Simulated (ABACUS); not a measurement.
The system is GaP.

```
Ga P
1.0
     0.00000    2.72525    2.72525
     2.72525    0.00000    2.72525
     2.72525    2.72525    0.00000
Ga P
1 1
Cartesian
  0.0000 0.0000 0.0000
  1.3626 1.3626 1.3626
```

Below is the output of ABACUS 3.10.1 for this cell. Logs are shortened: lines on timing, memory, paths and dates and some standing lists are left out, and cuts for length are marked.

```text
ABACUS v3.10.1

               Atomic-orbital Based Ab-initio Computation at UStc

 ------------------------------------------------------------------------------------

 READING GENERAL INFORMATION
                           global_out_dir = OUT.GaP/
                           global_in_card = INPUT
                               pseudo_dir = ./
[... 8 lines left out ...]

 READING ATOM TYPE 1
                               atom label = Ga
                      L=0, number of zeta = 3
                      L=1, number of zeta = 3
                      L=2, number of zeta = 2
             number of atom for this type = 1

 READING ATOM TYPE 2
                               atom label = P
                      L=0, number of zeta = 2
                      L=1, number of zeta = 2
                      L=2, number of zeta = 1
             number of atom for this type = 1

                        TOTAL ATOM NUMBER = 2
DIRECT COORDINATES
    atom                   x                   y                   z     mag                  vx                  vy                  vz
taud_Ga1            0.0000000000        0.0000000000        0.0000000000  0.0000        0.0000000000        0.0000000000        0.0000000000
taud_P1            0.2500000000        0.2500000000        0.2500000000  0.0000        0.0000000000        0.0000000000        0.0000000000

                          Volume (Bohr^3) = 273.178
                             Volume (A^3) = 40.4807

 Lattice vectors: (Cartesian coordinate: in unit of a_0)
                   +0            +2.72525            +2.72525
             +2.72525                  +0            +2.72525
             +2.72525            +2.72525                  +0
 Reciprocal vectors: (Cartesian coordinate: in unit of 2 pi/a_0)
            -0.183469           +0.183469           +0.183469
            +0.183469           -0.183469           +0.183469
[... 236 lines left out ...]
----------------------------------------------------------
     Energy           Rydberg                 eV
----------------------------------------------------------
 E_KohnSham     -509.8022650661      -6936.2156582051
 E_Harris       -513.5780280291      -6987.5875487991
 E_Fermi        0.6248982513         8.5021768880
----------------------------------------------------------
[... 69 lines left out ...]
 Density error is 7.9837893944e-08
----------------------------------------------------------
     Energy           Rydberg                 eV
----------------------------------------------------------
 E_KohnSham     -509.8202741240      -6936.4606840090
 E_KS(sigma->0) -509.8202741235      -6936.4606840018
 E_Harris       -509.8202723864      -6936.4606603675
 E_band         -60.6505835639       -825.1935234939
 E_one_elec     -463.6101200321      -6307.7392829003
 E_Hartree      232.4377503957       3162.4778356829
 E_xc           -54.8650922371       -746.4778757207
 E_Ewald        -223.7828122494      -3044.7213610565
 E_entropy(-TS) -0.0000000011        -0.0000000144
 E_descf        0.0000000000         0.0000000000
 E_exx          0.0000000000         0.0000000000
 E_Fermi        0.6494285419         8.8359286138
----------------------------------------------------------

 charge density convergence is achieved
 final etot is -6936.460684 eV
 EFERMI = 8.8359286138 eV

 STATE ENERGY(eV) AND OCCUPATIONS    NSPIN == 1
 1/20 kpoint (Cartesian) = 0.0000 0.0000 0.0000 (1400 pws)
       1       -134.927     0.00583090
       2       -85.8213     0.00583090
       3       -85.8213     0.00583090
       4       -85.8213     0.00583090
       5       -6.45444     0.00583090
       6       -6.45444     0.00583090
[... 140 lines left out ...]
      22        24.2942        0.00000
      23        25.9305        0.00000

[... levels at 14 further k points ...]

 correction force for each atom along direction 1 is -0.0105003
 correction force for each atom along direction 2 is -0.00567722
 correction force for each atom along direction 3 is -0.00577122
------------------------------------------------------------------------------------------
 TOTAL-FORCE (eV/Angstrom)
------------------------------------------------------------------------------------------
                       Ga1         0.0000000000         0.0000000000         0.0000000000
                        P1         0.0000000000         0.0000000000         0.0000000000
------------------------------------------------------------------------------------------

----------------------------------------------------------------
 TOTAL-STRESS (KBAR)
----------------------------------------------------------------
         6.9378072553         0.0000000000         0.0000000000
        -0.0000000000         6.9378072553        -0.0000000000
         0.0000000000         0.0000000000         6.9378072553
----------------------------------------------------------------
 TOTAL-PRESSURE: 6.937807 KBAR

 --------------------------------------------
 !FINAL_ETOT_IS -6936.4606840090000333 eV
 --------------------------------------------
```

Write the input and the command behind it.

Single point with PBEsol, no spin polarisation. The files as run (others can give the same):

run_abacus.py
```python
"""ABACUS run from a structure file: ASE reads it, the script writes STRU, KPT and INPUT."""
import re
import subprocess
import spglib
from ase import Atoms
from ase.io import read
from ase.units import Bohr

atoms = read("GaP.cif")
cell, frac, numbers = spglib.standardize_cell((atoms.cell[:], atoms.get_scaled_positions(), atoms.numbers), to_primitive=True, symprec=1e-4)
atoms = Atoms(numbers=numbers, cell=cell, scaled_positions=frac, pbc=True)  # the primitive cell
atoms = atoms[(-atoms.numbers).argsort(kind="stable")]  # ABACUS lists atoms element by element
pseudo = {'Ga': 'Ga.upf', 'P': 'P.upf'}
orbital = {'Ga': 'Ga_confined-atom_8au_3s3p2d.orb', 'P': 'P_confined-atom_7au_2s2p1d.orb'}
magmoms = None
kmesh = [7, 7, 7]
params = {
    'suffix': 'GaP',
    'calculation': 'scf',
    'basis_type': 'lcao',
    'pseudo_dir': './',
    'orbital_dir': './',
    'symmetry': 1,
    'dft_functional': 'pbesol',
    'ecutwfc': 114,
    'pseudo_rcut': 7,
    'nspin': 1,
    'nbands': 23,
    'ks_solver': 'genelpa',
    'smearing_method': 'fd',
    'smearing_sigma': 0.00367493,
    'scf_thr': 1e-07,
    'scf_nmax': 100,
    'mixing_type': 'broyden',
    'mixing_beta': 0.7,
    'cal_force': 1,
    'cal_stress': 1,
    'out_mul': 1,
    'out_chg': 1,
}

symbols = atoms.get_chemical_symbols()
elements = list(dict.fromkeys(symbols))
lines = ["ATOMIC_SPECIES"] + [f"{e} {atoms.get_masses()[symbols.index(e)]:.4f} {pseudo[e]}" for e in elements]
if orbital:
    lines += ["", "NUMERICAL_ORBITAL"] + [orbital[e] for e in elements]
lines += ["", "LATTICE_CONSTANT", f"{1 / Bohr:.10f}", "", "LATTICE_VECTORS"]
lines += [" ".join(f"{x:.10f}" for x in v) for v in atoms.cell]
lines += ["", "ATOMIC_POSITIONS", "Direct"]
for e in elements:
    lines += ["", e, "0.0", str(symbols.count(e))]
    for i, p in enumerate(atoms.get_scaled_positions(wrap=False)):
        if symbols[i] == e:
            mag = "" if magmoms is None else " mag " + " ".join(str(x) for x in (magmoms[i] if isinstance(magmoms[i], list) else [magmoms[i]]))
            lines.append(" ".join(f"{x:.10f}" for x in p) + " 1 1 1" + mag)
open("STRU", "w").write("\n".join(lines) + "\n")
open("KPT", "w").write("K_POINTS\n0\nGamma\n%d %d %d 0 0 0\n" % tuple(kmesh))
open("INPUT", "w").write("INPUT_PARAMETERS\n" + "".join(f"{k:<20s}{v}\n" for k, v in params.items()))

done = subprocess.run(['mpirun', '-np', '4', 'abacus'])
if done.returncode:
    raise SystemExit(done.returncode)
log = open("OUT.GaP/running_scf.log").read()
print("final energy (eV):", re.findall(r"FINAL_ETOT_IS (\S+)", log))
```

GaP.cif
```cif
data_GaP
_cell_length_a 5.45050000
_cell_length_b 5.45050000
_cell_length_c 5.45050000
_cell_angle_alpha 90.00000000
_cell_angle_beta 90.00000000
_cell_angle_gamma 90.00000000
_space_group_name_H-M_alt 'F-43m'
_space_group_name_Hall 'F -4 2 3'
_space_group_IT_number 216
loop_
_space_group_symop_operation_xyz
'x,y,z'
'y,-x,-z'
'-x,-y,z'
'-y,x,-z'
'x,-y,-z'
'y,x,z'
'-x,y,-z'
'-y,-x,z'
'z,x,y'
'-z,y,-x'
'z,-x,-y'
'-z,-y,x'
'-z,x,-y'
'z,y,x'
'-z,-x,y'
'z,-y,-x'
'y,z,x'
'-x,-z,y'
'-y,z,-x'
'x,-z,-y'
'-y,-z,x'
'x,z,y'
'y,-z,-x'
'-x,z,-y'
'x,y+1/2,z+1/2'
'y,-x+1/2,-z+1/2'
'-x,-y+1/2,z+1/2'
'-y,x+1/2,-z+1/2'
'x,-y+1/2,-z+1/2'
'y,x+1/2,z+1/2'
'-x,y+1/2,-z+1/2'
'-y,-x+1/2,z+1/2'
'z,x+1/2,y+1/2'
'-z,y+1/2,-x+1/2'
'z,-x+1/2,-y+1/2'
'-z,-y+1/2,x+1/2'
'-z,x+1/2,-y+1/2'
'z,y+1/2,x+1/2'
'-z,-x+1/2,y+1/2'
'z,-y+1/2,-x+1/2'
'y,z+1/2,x+1/2'
'-x,-z+1/2,y+1/2'
'-y,z+1/2,-x+1/2'
'x,-z+1/2,-y+1/2'
'-y,-z+1/2,x+1/2'
'x,z+1/2,y+1/2'
'y,-z+1/2,-x+1/2'
'-x,z+1/2,-y+1/2'
'x+1/2,y,z+1/2'
'y+1/2,-x,-z+1/2'
'-x+1/2,-y,z+1/2'
'-y+1/2,x,-z+1/2'
'x+1/2,-y,-z+1/2'
'y+1/2,x,z+1/2'
'-x+1/2,y,-z+1/2'
'-y+1/2,-x,z+1/2'
'z+1/2,x,y+1/2'
'-z+1/2,y,-x+1/2'
'z+1/2,-x,-y+1/2'
'-z+1/2,-y,x+1/2'
'-z+1/2,x,-y+1/2'
'z+1/2,y,x+1/2'
'-z+1/2,-x,y+1/2'
'z+1/2,-y,-x+1/2'
'y+1/2,z,x+1/2'
'-x+1/2,-z,y+1/2'
'-y+1/2,z,-x+1/2'
'x+1/2,-z,-y+1/2'
'-y+1/2,-z,x+1/2'
'x+1/2,z,y+1/2'
'y+1/2,-z,-x+1/2'
'-x+1/2,z,-y+1/2'
'x+1/2,y+1/2,z'
'y+1/2,-x+1/2,-z'
'-x+1/2,-y+1/2,z'
'-y+1/2,x+1/2,-z'
'x+1/2,-y+1/2,-z'
'y+1/2,x+1/2,z'
'-x+1/2,y+1/2,-z'
'-y+1/2,-x+1/2,z'
'z+1/2,x+1/2,y'
'-z+1/2,y+1/2,-x'
'z+1/2,-x+1/2,-y'
'-z+1/2,-y+1/2,x'
'-z+1/2,x+1/2,-y'
'z+1/2,y+1/2,x'
'-z+1/2,-x+1/2,y'
'z+1/2,-y+1/2,-x'
'y+1/2,z+1/2,x'
'-x+1/2,-z+1/2,y'
'-y+1/2,z+1/2,-x'
'x+1/2,-z+1/2,-y'
'-y+1/2,-z+1/2,x'
'x+1/2,z+1/2,y'
'y+1/2,-z+1/2,-x'
'-x+1/2,z+1/2,-y'
loop_
_atom_site_label
_atom_site_type_symbol
_atom_site_symmetry_multiplicity
_atom_site_Wyckoff_symbol
_atom_site_fract_x
_atom_site_fract_y
_atom_site_fract_z
_atom_site_occupancy
Ga1 Ga 4 a 0.0000000000 0.0000000000 0.0000000000 1
P1 P 4 c 0.2500000000 0.2500000000 0.2500000000 1
```

Potentials or basis: PseudoDojo NC SR 0.4 PBEsol stringent, DZP LCAO (the cutoffs set its grid).
The run is started by
```sh
$ OMP_NUM_THREADS=1 python run_abacus.py > log
```

Caveat: the atomic orbitals were generated for these runs and aren't a published set; an odd mesh through Γ misses points on the zone boundary, where band edges often lie; the basis of atomic orbitals isn't converged, which shifts pressures, moduli and gaps.
